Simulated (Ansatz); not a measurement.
# Sb: response to strain

Sb is deformed so: equal xy, yz and zx engineering shear strains of -2 %. What stress and forces result, by LAPW, PAW and all-electron datasets made for the crystal?

Program: Ansatz 0.2.0. Level of theory: DFT PBE, scalar-relativistic. These are calculated values, not measurements.

**1. The system as given**

It takes space group Fm-3m (No. 225, cubic). Conventional cell: a = 4.610 Å, b = 4.610 Å, c = 4.610 Å, α = 90.00°, β = 90.00°, γ = 90.00°. Sb (site symmetry m-3m) is surrounded by 12 Sb at 3.26 Å.

Coordinates:

```
Sb
1.0
     0.00000    2.30500    2.30500
     2.30500    0.00000    2.30500
     2.30500    2.30500    0.00000
Sb
1
Direct
  0.00000 0.00000 0.00000
```

**2. The deformed structure**

Space group Fm-3m before, R-3m after.

**3. Full-potential LAPW**

File input.yaml:

```yaml
crystal:
  lattice:
    - [-0.0461, 2.28195, 2.28195]
    - [2.28195, -0.0461, 2.28195]
    - [2.28195, 2.28195, -0.0461]
  atoms:
    - { symbol: Sb, position: [0.0, 0.0, 0.0] }
kpoints:
  mp_grid: { grid: [12, 12, 12] }
  band_path:
    path:
      - [0.0, 0.0, 0.0]
      - [0.5, 0.5, 0.5]
      - [0.2551801333, 0.5, 0.7448198667]
      - [-0.2551801333, 0.2551801333, 0.5]
      - [0.0, 0.0, 0.5]
      - [0.0, 0.0, 0.0]
      - [-0.3775900666, 0.0, 0.3775900666]
      - [0.0, 0.3775900666, 0.6224099334]
      - [0.0, 0.5, 0.5]
    npoints: 5
scf:
  occupations: { method: fermi_dirac, width: 0.05 }
hamiltonian:
  xc: pbe
  pseudopotentials: { kind: all_electron, lapw: { basis_error: 0.001 } }
output:
  forces: true
  stress: true
  eigenvalues: true
```

Launch:

```bash
> ansatz run input.yaml --threads 1 --pin off --max-ram 3072MiB --backend cpu --events-out ev --progress --plain --runs-dir out
```

**4. PAW on the default files**

File input.yaml:

```yaml
crystal:
  lattice:
    - [-0.0461, 2.28195, 2.28195]
    - [2.28195, -0.0461, 2.28195]
    - [2.28195, 2.28195, -0.0461]
  atoms:
    - { symbol: Sb, position: [0.0, 0.0, 0.0] }
kpoints:
  mp_grid: { grid: [12, 12, 12] }
scf:
  occupations: { method: fermi_dirac, width: 0.05 }
hamiltonian:
  xc: pbe
  pseudopotentials: { kind: paw }
output:
  forces: true
  stress: true
  eigenvalues: true
  efg: { contact_densities: true }
```

**5. Datasets made for this crystal**

Edit input.yaml of step 4 so:

```diff
@@ -13,3 +13,3 @@
   xc: pbe
-  pseudopotentials: { kind: paw }
+  pseudopotentials: { kind: all_electron, datasets: crystal }
 output:
```

(Steps that only read results are left out.)

What does the calculation give? Wanted: pressure; largest shear or deviatoric stress.

The runs gave:

| quantity | value |
| --- | --- |
| pressure | LAPW 9.06, PAW 9.06, crystal datasets 9.06 GPa |
| largest shear or deviatoric stress (LAPW) | 0.31 GPa |

The largest part of the stress beyond the pressure is 0.31 GPa in size. No run of the undeformed cell stands beside it, so the pressure holds what the given cell had before the change. PAW: stress within 0.01 GPa of LAPW. Crystal datasets: stress within 0.01 GPa of LAPW. Spin-orbit coupling is left out, though the cell holds Sb; in elements this heavy it can shift bands and gaps by tenths of an eV.
